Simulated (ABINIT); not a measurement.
# GaP (F-43m) in ABINIT: a series of runs

One crystal, GaP, is run at these levels: PBEsol, PBE, LDA; tasks: single point.

Program: ABINIT 10.8.3 (patched build). These are calculated values, not measurements. Logs are shortened: lines on timing, memory, paths and dates and some standing lists are left out, and cuts for length are marked. The log counts tension as positive stress, the text compression.

**The experiment to reproduce.**

“Stacking defects in GaP nanowires: Electronic structure and optical properties”, 2018, arxiv:1810.01194 quotes, for a bulk crystal of GaP at 10 K: band gap 2.34 eV (indirect).

The runs below are set against these values where they give the same quantity.

## (1) The crystal as given

It takes space group F-43m (No. 216, cubic). The conventional cell has a = 5.451 Å, b = 5.451 Å, c = 5.451 Å, α = 90.00°, β = 90.00°, γ = 90.00°. Around Ga (site symmetry -43m) lie 4 P at 2.36 Å. P (site symmetry -43m) is surrounded by 4 Ga at 2.36 Å.

## (2) Single point, PBEsol

Contents of run.abi:

```
pp_dirpath "./"
pseudos "Ga.upf, P.upf"

acell 3*1.0 Angstrom
rprim
     0.0000000000     2.7252500000     2.7252500000
     2.7252500000     0.0000000000     2.7252500000
     2.7252500000     2.7252500000     0.0000000000
ntypat 2
znucl 31 15
natom 2
typat 1 2
xred
     0.0000000000     0.0000000000     0.0000000000
     0.7500000000     0.7500000000     0.7500000000

ecut 36.0

kptopt 1
ngkpt 6 6 6
nshiftk 1
shiftk 0.0 0.0 0.0

ixc -116133

nband 13
occopt 3
tsmear 0.00183747

nstep 100
tolvrs 1.0e-10

iomode 3
prtwf 0
prtden 0
prteig 0
prtebands 0
enunit 2
prtvol 2
```

Potentials or basis: PseudoDojo NC SR PBEsol v0.4.1 standard.

On the command line:

```bash
abinit run.abi > log 2>&1
```

run.abo:

```text
.Version 10.8.3 of ABINIT
 Symmetries : space group F-4 3 m (#216); Bravais cF (face-center cubic)
================================================================================
 Values of the parameters that define the memory need of the present run
     intxc =       0    ionmov =       0      iscf =       7    lmnmax =       6
     lnmax =       6     mgfft =      40  mpssoang =       3    mqgrid =    3001
     natom =       2  nloc_mem =       1    nspden =       1   nspinor =       1
    nsppol =       1      nsym =      24    n1xccc =    2501    ntypat =       2
    occopt =       3   xclevel =       2
       mpw =        2838          nfft =       64000          nkpt =          16
================================================================================
================================================================================

--------------------------------------------------------------------------------
------------- Echo of variables that govern the present computation ------------
--------------------------------------------------------------------------------
 -outvars: echo values of preprocessed input variables --------
            acell      1.8897261259E+00  1.8897261259E+00  1.8897261259E+00 Bohr
              amu      6.97230000E+01  3.09737620E+01
             ecut      3.60000000E+01 Hartree
           enunit           2
              ixc     -116133
         kptrlatt        6    0    0      0    6    0      0    0    6
          kptrlen      4.36989965E+01
            natom           2
            nband          13
            ngfft          40      40      40
             nkpt          16
            nstep         100
             nsym          24
           ntypat           2
           occopt           3
           prtden           0
        prtebands           0
           prteig           0
           prtvol           2
            prtwf           0
            rprim      0.0000000000E+00  2.7252500000E+00  2.7252500000E+00
                       2.7252500000E+00  0.0000000000E+00  2.7252500000E+00
                       2.7252500000E+00  2.7252500000E+00  0.0000000000E+00
          spgroup         216
           tolvrs      1.00000000E-10
           tsmear      1.83747000E-03 Hartree
            typat      1  2
           xangst      0.0000000000E+00  0.0000000000E+00  0.0000000000E+00
                       4.0878750000E+00  4.0878750000E+00  4.0878750000E+00
            xcart      0.0000000000E+00  0.0000000000E+00  0.0000000000E+00
                       7.7249641869E+00  7.7249641869E+00  7.7249641869E+00
             xred      0.0000000000E+00  0.0000000000E+00  0.0000000000E+00
                       7.5000000000E-01  7.5000000000E-01  7.5000000000E-01
            znucl       31.00000   15.00000

================================================================================

 chkinp: Checking input parameters for consistency.

================================================================================
== DATASET  1 ==================================================================

--- !DatasetInfo
iteration_state: {dtset: 1, }
dimensions: {natom: 2, nkpt: 16, mband: 13, nsppol: 1, nspinor: 1, nspden: 1, mpw: 2838, }
cutoff_energies: {ecut:  36.0, pawecutdg:  -1.0, }
electrons: {nelect:   1.80000000E+01, charge:   0.00000000E+00, occopt:   3.00000000E+00, tsmear:   1.83747000E-03, }
meta: {optdriver: 0, ionmov: 0, optcell: 0, iscf: 7, paral_kgb: 0, }
...

 Real(R)+Recip(G) space primitive vectors, cartesian coordinates (Bohr,Bohr^-1):
 R(1)=  0.0000000  5.1499761  5.1499761  G(1)= -0.0970878  0.0970878  0.0970878
 R(2)=  5.1499761  0.0000000  5.1499761  G(2)=  0.0970878 -0.0970878  0.0970878
 R(3)=  5.1499761  5.1499761  0.0000000  G(3)=  0.0970878  0.0970878 -0.0970878
 Unit cell volume ucvol=  2.7317795E+02 bohr^3
 Angles (23,13,12)=  6.00000000E+01  6.00000000E+01  6.00000000E+01 degrees

 getcut: wavevector=  0.0000  0.0000  0.0000  ngfft=  40  40  40
         ecut(hartree)=     36.000   => boxcut(ratio)=   2.03340

--- Pseudopotential description ------------------------------------------------
- pspini: atom type   1  psp file is ./Ga.upf
12 -116133 2 -1 1902                          pspcod,pspxc,lmax,lloc,mmax
     nproj     2     2     2

- pspini: atom type   2  psp file is ./P.upf
12 -116133 2 -1 1298                          pspcod,pspxc,lmax,lloc,mmax
     nproj     2     2     2
[... 139 lines left out ...]
 length scales=  1.889726125908  1.889726125908  1.889726125908 bohr
              =  1.000000000000  1.000000000000  1.000000000000 angstroms
 Fermi (or HOMO) energy (hartree) =   0.18758   Average Vxc (hartree)=  -0.36812
 Eigenvalues (hartree) for nkpt=  16  k points:
 kpt#   1, nband= 13, wtk=  0.00463, kpt=  0.0000  0.0000  0.0000 (reduced coord)
  -0.37578   -0.37578   -0.37578   -0.37215   -0.37215   -0.30002    0.16016    0.16016
   0.16016    0.22388    0.30058    0.30058    0.30058
      occupation numbers for kpt#   1
   2.00000    2.00000    2.00000    2.00000    2.00000    2.00000    2.00000    2.00000
   2.00000    0.00000    0.00000    0.00000    0.00000
 kpt#   2, nband= 13, wtk=  0.03704, kpt=  0.1667  0.0000  0.0000 (reduced coord)
  -0.37662   -0.37550   -0.37550   -0.37216   -0.37216   -0.28688    0.07129    0.14634
   0.14634    0.24586    0.32088    0.32088    0.34176
      occupation numbers for kpt#   2
   2.00000    2.00000    2.00000    2.00000    2.00000    2.00000    2.00000    2.00000
   2.00000    0.00000    0.00000    0.00000    0.00000
 kpt#   3, nband= 13, wtk=  0.03704, kpt=  0.3333  0.0000  0.0000 (reduced coord)
  -0.37808   -0.37504   -0.37504   -0.37204   -0.37204   -0.25182   -0.03294    0.12651
   0.12651    0.22653    0.33444    0.33444    0.43484
      occupation numbers for kpt#   3
   2.00000    2.00000    2.00000    2.00000    2.00000    2.00000    2.00000    2.00000
[... 64 lines left out ...]
      occupation numbers for kpt#  14
   2.00000    2.00000    2.00000    2.00000    2.00000    2.00000    2.00000    2.00000
   2.00000    0.00000    0.00000    0.00000    0.00000
 kpt#  15, nband= 13, wtk=  0.11111, kpt= -0.3333  0.3333  0.1667 (reduced coord)
  -0.37915   -0.37452   -0.37387   -0.37256   -0.37187   -0.19870   -0.07662    0.02264
   0.06794    0.30116    0.32365    0.39070    0.44388
      occupation numbers for kpt#  15
   2.00000    2.00000    2.00000    2.00000    2.00000    2.00000    2.00000    2.00000
   2.00000    0.00000    0.00000    0.00000    0.00000
 kpt#  16, nband= 13, wtk=  0.05556, kpt= -0.3333  0.5000  0.1667 (reduced coord)
  -0.37956   -0.37411   -0.37359   -0.37292   -0.37168   -0.18734   -0.08437    0.03439
   0.03843    0.28383    0.29128    0.43446    0.43538
      occupation numbers for kpt#  16
   2.00000    2.00000    2.00000    2.00000    2.00000    2.00000    2.00000    2.00000
   2.00000    0.00000    0.00000    0.00000    0.00000
 Fermi (or HOMO) energy (eV) =   5.10420   Average Vxc (eV)= -10.01698
 Eigenvalues (   eV  ) for nkpt=  16  k points:
 kpt#   1, nband= 13, wtk=  0.00463, kpt=  0.0000  0.0000  0.0000 (reduced coord)
 -10.22537  -10.22537  -10.22537  -10.12658  -10.12658   -8.16404    4.35827    4.35827
   4.35827    6.09215    8.17909    8.17909    8.17909
 kpt#   2, nband= 13, wtk=  0.03704, kpt=  0.1667  0.0000  0.0000 (reduced coord)
 -10.24848  -10.21789  -10.21789  -10.12702  -10.12702   -7.80638    1.93996    3.98225
   3.98225    6.69016    8.73162    8.73162    9.29964
 kpt#   3, nband= 13, wtk=  0.03704, kpt=  0.3333  0.0000  0.0000 (reduced coord)
 -10.28819  -10.20542  -10.20542  -10.12361  -10.12361   -6.85244   -0.89635    3.44253
   3.44253    6.16413    9.10054    9.10054   11.83272
 kpt#   4, nband= 13, wtk=  0.01852, kpt=  0.5000  0.0000  0.0000 (reduced coord)
 -10.30651  -10.20117  -10.20117  -10.11958  -10.11958   -6.07826   -2.33640    3.23019
   3.23019    5.93561    8.99862    8.99862   12.44759
 kpt#   5, nband= 13, wtk=  0.02778, kpt=  0.1667  0.1667  0.0000 (reduced coord)
 -10.26219  -10.21014  -10.21014  -10.13459  -10.12159   -7.68772    2.07652    3.34166
   3.34166    7.05144    8.07105    9.71642    9.71642
 kpt#   6, nband= 13, wtk=  0.11111, kpt=  0.3333  0.1667  0.0000 (reduced coord)
 -10.29227  -10.19877  -10.19551  -10.13819  -10.11696   -6.92091   -0.11848    2.53307
[... 16 lines left out ...]
 kpt#  12, nband= 13, wtk=  0.05556, kpt= -0.3333  0.3333  0.0000 (reduced coord)
 -10.31825  -10.18765  -10.17597  -10.13816  -10.12027   -5.40937   -2.02760    0.25288
   2.39084    6.75609   10.25307   11.64261   11.92573
 kpt#  13, nband= 13, wtk=  0.01389, kpt=  0.5000  0.5000  0.0000 (reduced coord)
 -10.34231  -10.16319  -10.15997  -10.15997  -10.10494   -5.16872   -2.44781    1.64737
   1.64737    5.87224    6.07157   14.87492   14.87492
 kpt#  14, nband= 13, wtk=  0.11111, kpt=  0.5000  0.3333  0.1667 (reduced coord)
 -10.31125  -10.19118  -10.18013  -10.14118  -10.11620   -6.06994   -1.23962    1.07340
   2.28374    7.90312    8.58555    9.48026   12.37034
 kpt#  15, nband= 13, wtk=  0.11111, kpt= -0.3333  0.3333  0.1667 (reduced coord)
 -10.31730  -10.19130  -10.17345  -10.13783  -10.11923   -5.40681   -2.08504    0.61599
   1.84884    8.19492    8.80698   10.63149   12.07854
 kpt#  16, nband= 13, wtk=  0.05556, kpt= -0.3333  0.5000  0.1667 (reduced coord)
 -10.32835  -10.18004  -10.16598  -10.14759  -10.11401   -5.09785   -2.29569    0.93568
   1.04563    7.72346    7.92623   11.82227   11.84728
 Total charge density [el/Bohr^3]
)     Maximum=    1.8987E+00  at reduced coord.    0.0750    0.9000    0.9750
)Next maximum=    1.8987E+00  at reduced coord.    0.0500    0.9000    0.9750
)     Minimum=    4.8468E-05  at reduced coord.    0.0000    0.0000    0.0000
)Next minimum=    9.2192E-04  at reduced coord.    0.7500    0.7500    0.7500
   Integrated=    1.8000E+01

--- !EnergyTerms
iteration_state     : {dtset: 1, }
comment             : Components of total free energy in Hartree
kinetic             :  6.51725184519747E+01
hartree             :  2.60940075428443E+01
xc                  : -2.27619834364696E+01
Ewald energy        : -4.82388119106609E+01
psp_core            :  2.09678041768652E+00
local_psp           : -6.86453362120607E+01
non_local_psp       : -3.70183540966763E+01
internal            : -8.33011792433620E+01
'-kT*entropy'       : -5.59904743619598E-10
total_energy        : -8.33011792439219E+01
total_energy_eV     : -2.26674056315205E+03
band_energy         : -3.97149666781914E+00
...

 Cartesian components of stress tensor (hartree/bohr^3)
  sigma(1 1)=  4.88208518E-05  sigma(3 2)=  0.00000000E+00
  sigma(2 2)=  4.88208518E-05  sigma(3 1)=  0.00000000E+00
  sigma(3 3)=  4.88208518E-05  sigma(2 1)=  0.00000000E+00

-Cartesian components of stress tensor (GPa)         [Pressure= -1.4364E+00 GPa]
- sigma(1 1)=  1.43635905E+00  sigma(3 2)=  0.00000000E+00
- sigma(2 2)=  1.43635905E+00  sigma(3 1)=  0.00000000E+00
- sigma(3 3)=  1.43635905E+00  sigma(2 1)=  0.00000000E+00

== END DATASET(S) ==============================================================
================================================================================

 -outvars: echo values of variables after computation  --------
            acell      1.8897261259E+00  1.8897261259E+00  1.8897261259E+00 Bohr
           etotal     -8.3301179244E+01
            fcart     -0.0000000000E+00 -0.0000000000E+00 -0.0000000000E+00
                      -0.0000000000E+00 -0.0000000000E+00 -0.0000000000E+00
            rprim      0.0000000000E+00  2.7252500000E+00  2.7252500000E+00
                       2.7252500000E+00  0.0000000000E+00  2.7252500000E+00
                       2.7252500000E+00  2.7252500000E+00  0.0000000000E+00
           strten      4.8820851845E-05  4.8820851845E-05  4.8820851845E-05
                       0.0000000000E+00  0.0000000000E+00  0.0000000000E+00
           xangst      0.0000000000E+00  0.0000000000E+00  0.0000000000E+00
                       4.0878750000E+00  4.0878750000E+00  4.0878750000E+00
             xred      0.0000000000E+00  0.0000000000E+00  0.0000000000E+00
                       7.5000000000E-01  7.5000000000E-01  7.5000000000E-01
 Calculation completed.
```

Run time: 17 s. Hardware: 1 thread of Arm Neoverse V2, shared host; peak memory 0.08 GiB.

What came out:

```
Free energy                                           : -2266.7406 eV
Pressure                                              : -1.4 GPa
Band gap on the k mesh                                : 1.51 eV, indirect (least direct gap 1.73 eV)
Valence electrons inside the program's atomic spheres : Ga 10.83; P 2.77
```

Levels at points of the mesh, in eV from the valence-band top:
```tsv
k point	band 6	band 7	band 8	band 9	band 10	band 11	band 12	band 13
(0.00, 0.00, 0.00)	-12.52	0.00	0.00	0.00	1.73	3.82	3.82	3.82
(0.50, 0.00, 0.00)	-10.44	-6.69	-1.13	-1.13	1.58	4.64	4.64	8.09
(0.50, 0.50, 0.00)	-9.53	-6.81	-2.71	-2.71	1.51	1.71	10.52	10.52
```

[end of part 1 of 2]
